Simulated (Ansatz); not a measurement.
TiO2: largest V_zz and pressure against volume scale

Results calculated with Ansatz 0.2.0, not measured. Periodic Kohn-Sham DFT of a crystal at fixed atoms, scaled to volume_scale times the given cell; pressure positive in compression, energy less spherical unpolarised free atoms, largest_vzz the field gradient of largest size among the nuclei.

The cell before it is scaled or strained (space group I4_1/amd, No. 141):
```
cell vectors (Å)
  -1.8925     1.8925     4.7570
   1.8925    -1.8925     4.7570
   1.8925     1.8925    -4.7570
atoms (fractions of the cell vectors)
Ti  0.00000  0.00000  0.00000
Ti  0.75000  0.25000  0.50000
O   0.20660  0.20660  0.00000
O   0.95660  0.45660  0.50000
O   0.54340  0.04340  0.50000
O   0.79340  0.79340  0.00000
```

Settings of every row: method all-electron PAW; functional PBE; relativity scalar; k mesh 13x13x13; filling fermi-dirac; smearing width 0.08 eV; nucleus gaussian.

Atom start moment: 0 on all atoms.

| row | volume scale | V (Å³/atom) | largest V_zz (1e21 V/m^2) | pressure (GPa) |
| --- | --- | --- | --- | --- |
| 1 | 0.94 | 10.677 | 1.416 | 22.143 |
| 2 | 0.96 | 10.904 | ? | ? |
| 3 | 0.98 | 11.131 | 1.672 | 10.807 |
| 4 | 0.99 | 11.245 | 1.733 | 8.322 |
| 5 | 1 | 11.358 | 1.794 | 5.959 |
| 6 | 1.01 | 11.472 | 1.853 | 3.714 |
| 7 | 1.02 | 11.585 | 1.912 | 1.582 |
| 8 | 1.04 | 11.813 | 2.026 | -2.369 |
| 9 | 1.06 | 12.04 | 2.137 | -5.933 |

Question: what largest V_zz and pressure should row 2 give?

Worked fit of largest V_zz. Take t = volume scale − 1. The shown rows have t = -0.06, -0.02, -0.01, 0, 0.01, 0.02, 0.04, 0.06. Least squares give largest V_zz = 1.7937 + 6.006 × t − 4.8 × t² 1e21 V/m^2; a straight line predicts inner rows, each left out in turn, worse (root mean square 0.0054 against 0.00033 1e21 V/m^2). All shown rows lie on it to the printed digit. The withheld row has t = -0.04, so the fit gives 1.7937 + 6.006 × (-0.04) − 4.8 × (-0.04)² = 1.546 1e21 V/m^2.

The calculation gave 1.546 1e21 V/m^2. The fit meets it to the printed digit.

Worked fit of pressure. Take u = (V_r/V)^(2/3) − 1 with V_r = 11.415 Å³ an atom, which is twice the finite (Eulerian) strain; such expansions in the strain, on which the Birch-Murnaghan equation of state is built, carry the rest volume and the bulk modulus. The shown rows have u = 0.04557, 0.01694, 0.01005, 0.00334, -0.00332, -0.00981, -0.02259, -0.03491. Least squares give pressure = 4.8208 + 339.099 × u + 897.91 × u² GPa; a straight line predicts inner rows, each left out in turn, worse (root mean square 0.47 against 0.012 GPa). The rows lie off it by 0.005, -0.016, 0.003, -0.004, 0.009, 0.001, 0.012, -0.010 (root mean square 0.0089 GPa). The pressure vanishes at u = -0.0148, or V = 11.67 Å³ an atom, and there the bulk modulus at fixed shape and fractions is B = −V dP/dV = (2/3)(1 + u) dP/du = 205 GPa. Letting shape and atoms relax would as a rule lower it, by much in layered, chain or molecular crystals. The withheld row has u = 0.031, so the fit gives 4.8208 + 339.099 × (0.031) + 897.91 × (0.031)² = 16.196 GPa.

The calculation gave 16.185 GPa. The fit lies 0.011 GPa (0.039 % of the column's range) above it; its largest miss of a shown row is 0.016 GPa.
